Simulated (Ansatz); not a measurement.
Nudged elastic band run: Si11O20

Input:

```yaml
crystal:
  lattice:
    - [7.193679, 0.0, 0.0]
    - [0.0, 7.193679, 0.0]
    - [0.0, 0.0, 12.127172]
  atoms:
    - { symbol: Si, position: [0.00450793, 0.00967509, -0.00021332] }
    - { symbol: Si, position: [0.21779667, 0.00123066, 0.78793007] }
    - { symbol: Si, position: [0.50665648, 0.29490305, 0.70349901] }
    - { symbol: Si, position: [-0.00699652, 0.18246317, 0.22284849] }
    - { symbol: Si, position: [0.28516988, 0.48010103, 0.28932178] }
    - { symbol: O, position: [0.00424926, 0.18097982, 0.08740137] }
    - { symbol: O, position: [0.68091726, 0.52051448, 0.41476171] }
    - { symbol: O, position: [0.31343469, 0.51930906, 0.42083813] }
    - { symbol: O, position: [0.00214867, 0.81419512, 0.06743162] }
    - { symbol: O, position: [0.00769299, -0.00686314, 0.72937812] }
    - { symbol: O, position: [-0.011928, -0.03259564, 0.26641887] }
    - { symbol: O, position: [0.80457061, 0.28690813, 0.26107316] }
    - { symbol: O, position: [0.80318222, 0.65325495, 0.22330064] }
    - { symbol: O, position: [0.1748937, 0.28542101, 0.27222902] }
    - { symbol: O, position: [0.17292137, 0.6512416, 0.2340093] }
    - { symbol: Si, position: [0.50088221, 0.51610372, 0.49664063] }
    - { symbol: Si, position: [0.69651265, 0.481536, 0.28233012] }
    - { symbol: Si, position: [-0.00866393, 0.76963327, 0.19963824] }
    - { symbol: Si, position: [0.50681435, 0.70369585, 0.71487954] }
    - { symbol: Si, position: [0.79631698, 0.00156563, 0.78615005] }
    - { symbol: O, position: [0.50451525, 0.69351803, 0.58067823] }
    - { symbol: O, position: [0.18778693, 0.02015894, 0.9204808] }
    - { symbol: O, position: [0.82335048, 0.02196819, 0.91881416] }
    - { symbol: O, position: [0.50448191, 0.32641111, 0.57095717] }
    - { symbol: O, position: [0.48829717, 0.46504076, 0.23005758] }
    - { symbol: O, position: [0.50765731, 0.49488069, 0.76644948] }
    - { symbol: O, position: [0.32333074, 0.80934192, 0.76111478] }
    - { symbol: O, position: [0.32279515, 0.18228288, 0.74204075] }
    - { symbol: O, position: [0.69184406, 0.80924264, 0.75892804] }
    - { symbol: O, position: [0.69193435, 0.18211736, 0.73918522] }
    - { symbol: Si, position: [0.00816526, 0.9705771, 0.54893003] }
basis:
  ecutwfc: 420.0
kpoints:
  mp_grid: { grid: [2, 2, 1] }
hamiltonian:
  xc: pbe
  pseudopotentials: { kind: paw, azcp: { folder: soft_1 } }
scf:
  occupations: { method: gaussian, width: 0.02 }
  lower_state_search: "off"
neb:
  images: 5
  f_tol: 0.05
  initial_path: linear
  max_iterations: 52
  final_atoms:
    - { symbol: Si, position: [-0.01236623, 0.00208312, 0.00067562] }
    - { symbol: Si, position: [0.22590735, -0.00297291, 0.80003973] }
    - { symbol: Si, position: [0.51526708, 0.29124618, 0.71271105] }
    - { symbol: Si, position: [0.00289122, 0.21328817, 0.21295934] }
    - { symbol: Si, position: [0.30135978, 0.50239297, 0.28301119] }
    - { symbol: O, position: [-0.02261801, 0.18446916, 0.08070546] }
    - { symbol: O, position: [0.67508565, 0.50230543, 0.43026758] }
    - { symbol: O, position: [0.30834665, 0.50218793, 0.41729792] }
    - { symbol: O, position: [-0.02308716, 0.81999642, 0.08095531] }
    - { symbol: O, position: [0.0277739, -0.00432362, 0.73369782] }
    - { symbol: O, position: [0.01367534, 0.00248832, 0.27041331] }
    - { symbol: O, position: [0.82396239, 0.31782727, 0.26205734] }
    - { symbol: O, position: [0.82399421, 0.68703587, 0.26241965] }
    - { symbol: O, position: [0.1961784, 0.31841407, 0.23692628] }
    - { symbol: O, position: [0.19622168, 0.68653268, 0.23712755] }
    - { symbol: Si, position: [0.48354446, 0.50085244, 0.50295121] }
    - { symbol: Si, position: [0.71014846, 0.50236068, 0.29806484] }
    - { symbol: Si, position: [0.00283238, 0.79151635, 0.21318843] }
    - { symbol: Si, position: [0.51459593, 0.70243665, 0.71549773] }
    - { symbol: Si, position: [0.81325543, -0.00227857, 0.77797076] }
    - { symbol: O, position: [0.47760508, 0.68307232, 0.58305384] }
    - { symbol: O, position: [0.18264203, 0.00150621, 0.93245374] }
    - { symbol: O, position: [0.81564744, 0.00214327, 0.91355912] }
    - { symbol: O, position: [0.47819994, 0.31568981, 0.58064291] }
    - { symbol: O, position: [0.51152694, 0.50241668, 0.23336658] }
    - { symbol: O, position: [0.52994315, 0.4958246, 0.77008002] }
    - { symbol: O, position: [0.34196476, 0.8104911, 0.77245679] }
    - { symbol: O, position: [0.34289911, 0.18073124, 0.76802858] }
    - { symbol: O, position: [0.70873664, 0.81130221, 0.73667006] }
    - { symbol: O, position: [0.70954718, 0.18167318, 0.73223227] }
    - { symbol: Si, position: [0.03734393, 1.00221299, 0.45056698] }
  order_check: true
```

Launched with:

```bash
$ ansatz run input.yaml --threads 2 --pin off --max-ram 5120MiB --backend cpu --events-out ev --progress --plain --runs-dir out
```

Output, in part (warnings, iteration lines):

```
NEB end point (image 0): max|allowed force component| = 2.788e-2 eV/Å (the criterion of neb.relax_end_points is 1.000e-2)
NEB end point (image 6): max|allowed force component| = 5.625e-3 eV/Å (the criterion of neb.relax_end_points is 1.000e-2)
NEB iter   1: max|band force component| = 4.172e-1 eV/Å  barrier→ = 0.0944 eV  barrier← = 0.0932 eV  CI = image 3  Δτ_max = 0.1184 Å  (115 SCF iters)
NEB iter   2: max|band force component| = 2.299e-1 eV/Å  barrier→ = 0.0804 eV  barrier← = 0.0793 eV  CI = image 3  Δτ_max = 0.1249 Å  (58 SCF iters)
NEB iter   3: max|band force component| = 1.685e-1 eV/Å  barrier→ = 0.0733 eV  barrier← = 0.0721 eV  CI = image 3  Δτ_max = 0.0483 Å  (67 SCF iters)
NEB iter   4: max|band force component| = 9.141e-2 eV/Å  barrier→ = 0.0723 eV  barrier← = 0.0711 eV  CI = image 3  Δτ_max = 0.0514 Å  (55 SCF iters)
NEB iter   5: max|band force component| = 1.361e-1 eV/Å  barrier→ = 0.0721 eV  barrier← = 0.0710 eV  CI = image 3  Δτ_max = 0.0256 Å  (52 SCF iters)
NEB iter   6: max|band force component| = 1.097e-1 eV/Å  barrier→ = 0.0720 eV  barrier← = 0.0708 eV  CI = image 3  Δτ_max = 0.0256 Å  (55 SCF iters)
NEB iter   7: max|band force component| = 6.821e-2 eV/Å  barrier→ = 0.0718 eV  barrier← = 0.0707 eV  CI = image 3  Δτ_max = 0.0256 Å  (54 SCF iters)
NEB iter   8: max|band force component| = 5.767e-2 eV/Å  barrier→ = 0.0718 eV  barrier← = 0.0706 eV  CI = image 3  Δτ_max = 0.0079 Å  (55 SCF iters)
NEB iter   9: max|band force component| = 2.435e-2 eV/Å  barrier→ = 0.0716 eV  barrier← = 0.0704 eV  CI = image 3  CI's point: of a kind that is not told: the force calls were inconclusive, a negative curvature could not be distinguished from the path's own, the only one lies far off the path, or fixed occupations may fill a level only in part  Δτ_max = 0.0000 Å  (418 SCF iters)
```

The forces met the threshold. By the program's own check the climbing image is of a kind that is not told: the force calls were inconclusive, a negative curvature could not be distinguished from the path's own, the only one lies far off the path, or fixed occupations may fill a level only in part (lowest curvatures found: -0.69 and -0.01 eV/Å²). Limits of this set-up: coarse k mesh.

Final band:

| image | path coordinate (Å) | energy (eV) |
| --- | --- | --- |
| 0 | 0.00 | 0.000 |
| 1 | 0.37 | 0.004 |
| 2 | 0.74 | 0.033 |
| 3 | 1.11 | 0.072 |
| 4 | 1.50 | 0.030 |
| 5 | 1.88 | 0.004 |
| 6 | 2.27 | 0.001 |

The run took 17 min on 2 threads of Arm Neoverse V1, with other jobs on the host, peak memory 2 GiB.
